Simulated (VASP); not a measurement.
# CaO (Fm-3m) in VASP: a series of runs

Runs on CaO. Level: PBE. Tasks: relaxation of cell and atoms.

Everything below comes from runs of VASP 6.6.1. Logs are shortened: lines on timing, memory, paths and dates and some standing lists are left out, and cuts for length are marked.

## 1. Starting point

It takes space group Fm-3m (No. 225, cubic). The conventional cell has a = 4.813 Å, b = 4.813 Å, c = 4.813 Å, α = 90.00°, β = 90.00°, γ = 90.00°. Ca (site symmetry m-3m) has 6 O at 2.41 Å as nearest neighbours. Around O (site symmetry m-3m) lie 6 Ca at 2.41 Å.

## 2. Relaxation of cell and atoms, PBE, target pressure 50 GPa, at which the enthalpy is minimised

INCAR

```
SYSTEM = CaO
PREC = Accurate
ENCUT = 520
EDIFF = 1E-7
ISMEAR = 0
SIGMA = 0.1
LREAL = .FALSE.
LASPH = .TRUE.
NELM = 60
ALGO = Normal
ISIF = 3
LWAVE = .FALSE.
LCHARG = .FALSE.
GGA = PE
IBRION = 2
NSW = 80
EDIFFG = -0.002
PSTRESS = 500.0
```

KPOINTS

```
regular mesh
0
G
  4 4 4
  0 0 0
```

POSCAR

```
CaO
1.0
    0.0000000000      2.4065000000      2.4065000000
    2.4065000000      0.0000000000      2.4065000000
    2.4065000000      2.4065000000      0.0000000000
Ca O
1 1
Direct
    0.0000000000      0.0000000000      0.0000000000
    0.5000000000      0.5000000000      0.5000000000
```

Potentials or basis: VASP PAW PBE potentials, release 64 (Ca_sv, O).

The run is started by

```bash
$ cat potpaw_PBE.64/Ca_sv/POTCAR potpaw_PBE.64/O/POTCAR > POTCAR
$ mpirun -np 1 vasp_std > vasp.out
```

OUTCAR:

```text
SYSTEM = CaO
   PREC = Accurate
   ENCUT = 520
   EDIFF = 1E-7
   ISMEAR = 0
   LREAL = .FALSE.
   LASPH = .TRUE.
   NELM = 60
   ISIF = 3
   GGA = PE
   IBRION = 2
   NSW = 80
   EDIFFG = -0.002
   PSTRESS = 500.0

 ion  position               nearest neighbor table
   1  0.000  0.000  0.000-   2 2.41   2 2.41   2 2.41   2 2.41   2 2.41   2 2.41
   2  0.500  0.500  0.500-   1 2.41   1 2.41   1 2.41   1 2.41   1 2.41   1 2.41

  LATTYP: Found a face centered cubic cell.
 ALAT       =     4.8130000000

  Lattice vectors:

 A1 = (   0.0000000000,   2.4065000000,   2.4065000000)
 A2 = (   2.4065000000,   0.0000000000,   2.4065000000)
 A3 = (   2.4065000000,   2.4065000000,   0.0000000000)

Analysis of symmetry for initial positions (statically):
=====================================================================
 Subroutine PRICEL returns:
 Original cell was already a primitive cell.

 Routine SETGRP: Setting up the symmetry group for a
 face centered cubic supercell.

 Subroutine GETGRP returns: Found 48 space group operations
 (whereof 48 operations were pure point group operations)
 out of a pool of 48 trial point group operations.

The static configuration has the point symmetry O_h .

Analysis of symmetry for dynamics (positions and initial velocities):
=====================================================================
 Subroutine PRICEL returns:
 Original cell was already a primitive cell.

 Routine SETGRP: Setting up the symmetry group for a
 face centered cubic supercell.

 Subroutine GETGRP returns: Found 48 space group operations
 (whereof 48 operations were pure point group operations)
 out of a pool of 48 trial point group operations.

The dynamic configuration has the point symmetry O_h .

 Subroutine INISYM returns: Found 48 space group operations
 (whereof 48 operations are pure point group operations),
 and found     1 'primitive' translations

----------------------------------------------------------------------------------------

                                     Primitive cell

  volume of cell :      27.8732

  direct lattice vectors                    reciprocal lattice vectors
     0.000000000  2.406500000  2.406500000    -0.207770621  0.207770621  0.207770621
     2.406500000  0.000000000  2.406500000     0.207770621 -0.207770621  0.207770621
     2.406500000  2.406500000  0.000000000     0.207770621  0.207770621 -0.207770621

  length of vectors
     3.403304938  3.403304938  3.403304938     0.359869272  0.359869272  0.359869272

  position of ions in fractional coordinates (direct lattice)
     0.000000000  0.000000000  0.000000000
     0.500000000  0.500000000  0.500000000

  ion indices of the primitive-cell ions
   primitive index   ion index
                 1           1
                 2           2

----------------------------------------------------------------------------------------

 KPOINTS: regular mesh

Automatic generation of k-mesh.
 Grid dimensions read from file:
 generate k-points for:    4    4    4

 Generating k-lattice:

  Cartesian coordinates                     Fractional coordinates (reciprocal lattice)
    -0.051942655  0.051942655  0.051942655     0.250000000  0.000000000  0.000000000
     0.051942655 -0.051942655  0.051942655     0.000000000  0.250000000  0.000000000
     0.051942655  0.051942655 -0.051942655     0.000000000  0.000000000  0.250000000

  Length of vectors
     0.089967318  0.089967318  0.089967318

  Shift w.r.t. Gamma in fractional coordinates (k-lattice)
     0.000000000  0.000000000  0.000000000

 Subroutine IBZKPT returns following result:
 ===========================================

 Found      8 irreducible k-points:

 Following reciprocal coordinates:
            Coordinates               Weight
  0.000000  0.000000  0.000000      1.000000
  0.250000  0.000000  0.000000      8.000000
  0.500000  0.000000  0.000000      4.000000
  0.250000  0.250000  0.000000      6.000000
  0.500000  0.250000  0.000000     24.000000
 -0.250000  0.250000  0.000000     12.000000
  0.500000  0.500000  0.000000      3.000000
 -0.250000  0.500000  0.250000      6.000000
   k-points           NKPTS =      8   k-points in BZ     NKDIM =      8   number of bands    NBANDS=     12
   number of dos      NEDOS =    301   number of ions     NIONS =      2
   total plane-waves  NPLWV =  21952
   dimension x,y,z NGX =    28 NGY =   28 NGZ =   28
   dimension x,y,z NGXF=    56 NGYF=   56 NGZF=   56
   ions per type =               1   1
   NGX,Y,Z   is equivalent  to a cutoff of  13.68, 13.68, 13.68 a.u.
   NGXF,Y,Z  is equivalent  to a cutoff of  27.36, 27.36, 27.36 a.u.
 SYSTEM =  CaO
   PREC   = accura    normal or accurate (medium, high low for compatibility)
   ISTART =      0    job   : 0-new  1-cont  2-samecut
   ICHARG =      2    charge: 1-file 2-atom 10-const
   ISPIN  =      1    spin polarized calculation?
   LNONCOLLINEAR =      F non collinear calculations
   LSORBIT =      F    spin-orbit coupling
   LASPH  =      T    aspherical Exc in radial PAW
   ENCUT  =  520.0 eV  38.22 Ry    6.18 a.u.   6.33  6.33  6.33*2*pi/ulx,y,z
   NELM   =     60;   NELMIN=  2; NELMDL= -5     # of ELM steps
   EDIFF  = 0.1E-06   stopping-criterion for ELM
   LREAL  =      F    real-space projection
   EDIFFG = -.2E-02   stopping-criterion for IOM
   NSW    =     80    number of steps for IOM
   IBRION =      2    ionic relax: 0-MD 1-quasi-New 2-CG
   NFREE  =      1    steps in history (QN), initial steepest desc. (CG)
   ISIF   =      3    stress and relaxation
   ISYM   =      2    0-nonsym 1-usesym 2-fastsym
   POTIM  = 0.5000    time-step for ionic-motion
   TEBEG  =    0.0;   TEEND  =   0.0 temperature during run
   PSTRESS=  500.0 pullay stress
   NELECT =      16.0000    total number of electrons
   NUPDOWN=      -1.0000    fix difference up-down
   EMIN   =  10.00;   EMAX   =-10.00  energy-range for DOS
   EFERMI =   0.00;   METHOD = LEGACY
   ISMEAR =     0;   SIGMA  =   0.10  broadening in eV -4-tet -1-fermi 0-gaus
   EFERMI_NEDOS =   21; number of points for ismear=-14 and -15
   IALGO  =     38    algorithm
   IMIX   =      4    mixing-type and parameters
     AMIX     =   0.40;   BMIX     =  1.00
     AMIX_MAG =   1.60;   BMIX_MAG =  1.00
  volume/ion in A,a.u.               =      13.94        94.05
  Fermi-wavevector in a.u.,A,eV,Ry     =   1.360564  2.571093 25.186211  1.851134
  Thomas-Fermi vector in A             =   2.487215
   LORBIT       =      0    0 simple, 1 ext, 2 COOP (PROOUT), +10 PAW based schemes
   GGA     = PE    functional components
   LHFCALC =     F    Hartree Fock is set to
   AEXX    =    0.0000 exact exchange contribution
   IVDW    =     0    specifies the selected vdW correction
   LEPSILON=     F    determine dielectric tensor
   LRPA    =     F    only Hartree local field effects (RPA)
 conjugate gradient relaxation of ions
 non-spin polarized calculation
 Gauss-broadening in eV      SIGMA  =   0.10
  energy-cutoff  :      520.00
  volume of cell :       27.87
 maximum number of plane-waves:       754
 NGX is ok and might be reduce to    28
   NGX = 13   NGY = 13   NGZ = 13

--------------------------------------- Ionic step        1  -------------------------------------------

 number of electron      15.9999998 magnetization

 Free energy of the ion-electron system (eV)
  ---------------------------------------------------
  ext. energy  EPLUGINS =         0.00000000
  ---------------------------------------------------
  free energy    TOTEN  =       -12.79843929 eV

  energy without entropy =      -12.79843929  energy(sigma->0) =      -12.79843929

------------------------ aborting loop because EDIFF is reached ----------------------------------------

  FORCE on cell =-STRESS in cart. coord.  units (eV):
  Direction    XX          YY          ZZ          XY          YZ          ZX
  --------------------------------------------------------------------------------------
  -------------------------------------------------------------------------------------
  Total        0.3177062      0.3177062      0.3177062     -0.0000000     -0.0000000      0.0000000
  in kB       18.2620144     18.2620144     18.2620144     -0.0000000     -0.0000000      0.0000000
  external PRESSURE =    -481.7379856 kB  Pullay stress =     500.0000000 kB
[... 93 lines left out ...]
  FREE ENERGIE OF THE ION-ELECTRON SYSTEM (eV)
  ---------------------------------------------------
  free  energy   TOTEN  =       -12.1880214120 eV

  energy  without entropy=      -12.1880214119  energy(sigma->0) =      -12.18802141

  enthalpy is  TOTEN    =        -5.1867443030 eV   P V=        7.0012771090

[... ionic steps 4 to 14 ...]

--------------------------------------- Ionic step       15  -------------------------------------------

 number of electron      15.9999999 magnetization

------------------------ aborting loop because EDIFF is reached ----------------------------------------

  FORCE on cell =-STRESS in cart. coord.  units (eV):
  Direction    XX          YY          ZZ          XY          YZ          ZX
  --------------------------------------------------------------------------------------
  -------------------------------------------------------------------------------------
  Total        6.7520301      6.7520301      6.7520301      0.0000000      0.0000000      0.0000000
  in kB      497.5504090    497.5504090    497.5504090      0.0000000      0.0000000      0.0000000
  external PRESSURE =      -2.4495910 kB  Pullay stress =     500.0000000 kB
[... 61 lines left out ...]
  enthalpy is  TOTEN    =        -5.2071481688 eV   P V=        6.7648536493

--------------------------------------- Ionic step       17  -------------------------------------------

 number of electron      15.9999999 magnetization

 Free energy of the ion-electron system (eV)
  ---------------------------------------------------
  ext. energy  EPLUGINS =         0.00000000
  ---------------------------------------------------
  free energy    TOTEN  =       -11.98700828 eV

  energy without entropy =      -11.98700828  energy(sigma->0) =      -11.98700828

 E-fermi :   4.4130     XC(G=0): -11.7322

 val. band max:        3.9681433180   @ k =   0.0000   0.0000   0.0000
 cond. band min:       7.3498067876   @ k =   0.5000   0.5000   0.0000
 fundamental gap:      3.3816634696
 Fermi energy:         4.4130362470

 k-point     1 :       0.0000    0.0000    0.0000
  band No.  band energies     occupation
      1     -32.8498      2.00000
      2     -13.3089      2.00000
      3     -13.3089      2.00000
      4     -13.3089      2.00000
      5     -12.0395      2.00000
      6       3.9681      2.00000
      7       3.9681      2.00000
      8       3.9681      2.00000
      9      10.6788      0.00000
     10      10.6788      0.00000
     11      10.6788      0.00000
     12      10.9719      0.00000
[... 132 lines left out ...]
  FREE ENERGIE OF THE ION-ELECTRON SYSTEM (eV)
  ---------------------------------------------------
  free  energy   TOTEN  =       -11.9870082812 eV

  energy  without entropy=      -11.9870082812  energy(sigma->0) =      -11.98700828

  enthalpy is  TOTEN    =        -5.2072465963 eV   P V=        6.7797616849

 reached required accuracy - stopping structural energy minimisation
```

It took 49 s on 1 thread of Intel Xeon 6975P-C (Granite Rapids), shared host; peak memory 0.17 GiB.

Results:

| Property | Result |
| --- | --- |
| Free energy | -11.9870 eV |
| Relaxed volume | 10.86 Å³/atom |
| Relaxed cell | a = 3.132 Å, b = 3.132 Å, c = 3.132 Å, α = 60.00°, β = 60.00°, γ = 60.00° |
| Space group after relaxing (to 0.05 Å) | Fm-3m (No. 225) |
| Energy change on relaxing (the enthalpy is what falls) | +405.7 meV/atom |
| Ionic steps | 17 |
| Pressure after relaxing | 50.0 GPa |
| Band gap on the k mesh | 3.38 eV, indirect (least direct gap 3.63 eV) |

Step by step:
```
step  energy change (eV)  largest force (eV/Å)  pressure (GPa)  volume (Å³)
   1              0.0000                0.0000            1.83        27.87
   2              7.9029                0.0000          332.08        14.16
   3              0.6104                0.0000           40.98        22.43
   4              0.7358                0.0000           46.65        21.98
   5              0.8125                0.0000           50.05        21.72
   6              0.7777                0.0000           48.52        21.83
   7              0.7798                0.0000           48.60        21.83
   8              0.7860                0.0000           48.86        21.81
   9              0.7861                0.0000           48.88        21.81
  10              0.7864                0.0000           48.89        21.81
  11              0.7870                0.0000           48.92        21.80
  12              0.7883                0.0000           48.98        21.80
  13              0.7908                0.0000           49.08        21.79
  14              0.7958                0.0000           49.30        21.78
  15              0.8059                0.0000           49.76        21.74
  16              0.8264                0.0000           50.67        21.68
  17              0.8114                0.0000           50.00        21.72
```

Final structure:
```
CELL_PARAMETERS angstrom
0.00000 2.21467 2.21467
2.21467 0.00000 2.21467
2.21467 2.21467 0.00000
ATOMIC_POSITIONS crystal
Ca 0.00000 0.00000 0.00000
O 0.50000 0.50000 0.50000
```

Caveat: the k mesh is coarse (spacing up to 0.57 Å⁻¹), so the values aren't converged; the cell is relaxed towards a set pressure, so the enthalpy falls and the energy may rise; the volume moved by over 15 % at a fixed basis, so the end points are rough. A k mesh can miss the band edges.

## 3. Relaxation of cell and atoms, PBE, target pressure 50 GPa, at which the enthalpy is minimised

This run uses another cell than the first one, of 10.86 Å³/atom, 0.779 times its volume.

INCAR is that of step 2.

KPOINTS is that of step 2.

POSCAR

```
CaO                                     
1.0
   -0.0000000000      2.2146665026      2.2146665026
    2.2146665026     -0.0000000000      2.2146665026
    2.2146665026      2.2146665026     -0.0000000000
  Ca              O             
     1     1
Direct
     0.0000000000000000    0.0000000000000000    0.0000000000000000
     0.5000000000000000    0.5000000000000000    0.5000000000000000
```

Potentials or basis: VASP PAW PBE potentials, release 64 (Ca_sv, O).

The run is started by

```bash
$ cat potpaw_PBE.64/Ca_sv/POTCAR potpaw_PBE.64/O/POTCAR > POTCAR
$ mpirun -np 1 vasp_std > vasp.out
```

OUTCAR:

```text
SYSTEM = CaO
   PREC = Accurate
   ENCUT = 520
   EDIFF = 1E-7
   ISMEAR = 0
   LREAL = .FALSE.
   LASPH = .TRUE.
   NELM = 60
   ISIF = 3
   GGA = PE
   IBRION = 2
   NSW = 80
   EDIFFG = -0.002
   PSTRESS = 500.0

 ion  position               nearest neighbor table
   1  0.000  0.000  0.000-   2 2.21   2 2.21   2 2.21   2 2.21   2 2.21   2 2.21
   2  0.500  0.500  0.500-   1 2.21   1 2.21   1 2.21   1 2.21   1 2.21   1 2.21

  LATTYP: Found a face centered cubic cell.
 ALAT       =     4.4293330052

  Lattice vectors:

 A1 = (   0.0000000000,   2.2146665026,   2.2146665026)
 A2 = (   2.2146665026,   0.0000000000,   2.2146665026)
[... 167 lines left out ...]
  --------------------------------------------------------------------------------------
  -------------------------------------------------------------------------------------
  Total        6.8077851      6.8077851      6.8077851     -0.0000000      0.0000000     -0.0000000
  in kB      502.0666992    502.0666992    502.0666992     -0.0000000      0.0000000     -0.0000000
  external PRESSURE =       2.0666992 kB  Pullay stress =     500.0000000 kB
[... 63 lines left out ...]
--------------------------------------- Ionic step        3  -------------------------------------------

 number of electron      15.9999998 magnetization

 Free energy of the ion-electron system (eV)
  ---------------------------------------------------
  ext. energy  EPLUGINS =         0.00000000
  ---------------------------------------------------
  free energy    TOTEN  =       -11.98072452 eV

  energy without entropy =      -11.98072452  energy(sigma->0) =      -11.98072452

 E-fermi :   4.4054     XC(G=0): -11.7290

 val. band max:        3.9659227920   @ k =   0.0000   0.0000   0.0000
 cond. band min:       7.3467566181   @ k =   0.5000   0.5000   0.0000
 fundamental gap:      3.3808338261
 Fermi energy:         4.4054289122

 k-point     1 :       0.0000    0.0000    0.0000
  band No.  band energies     occupation
      1     -32.8552      2.00000
      2     -13.3150      2.00000
      3     -13.3150      2.00000
      4     -13.3150      2.00000
      5     -12.0412      2.00000
      6       3.9659      2.00000
      7       3.9659      2.00000
      8       3.9659      2.00000
      9      10.6737      0.00000
     10      10.6737      0.00000
     11      10.6737      0.00000
     12      10.9623      0.00000
[... 136 lines left out ...]
  energy  without entropy=      -11.9807245163  energy(sigma->0) =      -11.98072452

  enthalpy is  TOTEN    =        -5.1968028626 eV   P V=        6.7839216537

 reached required accuracy - stopping structural energy minimisation
```

CONTCAR:

```text
CaO
   1.00000000000000
     0.0000000000000000    2.2151193730012064    2.2151193730012064
     2.2151193730012064    0.0000000000000000    2.2151193730012064
     2.2151193730012064    2.2151193730012064   -0.0000000000000000
  Ca              O
     1     1
Direct
     0.0000000000000000    0.0000000000000000    0.0000000000000000
     0.5000000000000000    0.5000000000000000    0.5000000000000000

  0.00000000E+00  0.00000000E+00  0.00000000E+00
  0.00000000E+00  0.00000000E+00  0.00000000E+00
```

Run time: 6.8 s. Hardware: 1 thread of Intel Xeon 6975P-C (Granite Rapids), shared host; peak memory 0.14 GiB.

Results:

- Free energy: -11.9807 eV
- Relaxed volume: 10.87 Å³/atom
- Relaxed cell: a = 3.133 Å, b = 3.133 Å, c = 3.133 Å, α = 60.00°, β = 60.00°, γ = 60.00°
- Space group after relaxing (to 0.05 Å): Fm-3m (No. 225)
- Energy change on relaxing (the enthalpy is what falls): -2.1 meV/atom
- Ionic steps: 3
- Pressure after relaxing: 50.0 GPa
- Band gap on the k mesh: 3.38 eV, indirect (least direct gap 3.63 eV)

Step by step:
```
step  energy change (eV)  largest force (eV/Å)  pressure (GPa)  volume (Å³)
   1              0.0000                0.0000           50.21        21.72
   2             -0.0137                0.0000           49.64        21.77
   3             -0.0042                0.0000           50.02        21.74
```

Final structure:
```yaml
crystal:
  lattice:
    - [0.00000, 2.21512, 2.21512]
    - [2.21512, 0.00000, 2.21512]
    - [2.21512, 2.21512, 0.00000]
  atoms:
    - { symbol: Ca, position: [0.00000, 0.00000, 0.00000] }
    - { symbol: O, position: [0.50000, 0.50000, 0.50000] }
```

Caveat: the k mesh is coarse (spacing up to 0.61 Å⁻¹), so the values aren't converged; the cell is relaxed towards a set pressure, so the enthalpy falls and the energy may rise.

[end of part 1 of 2]
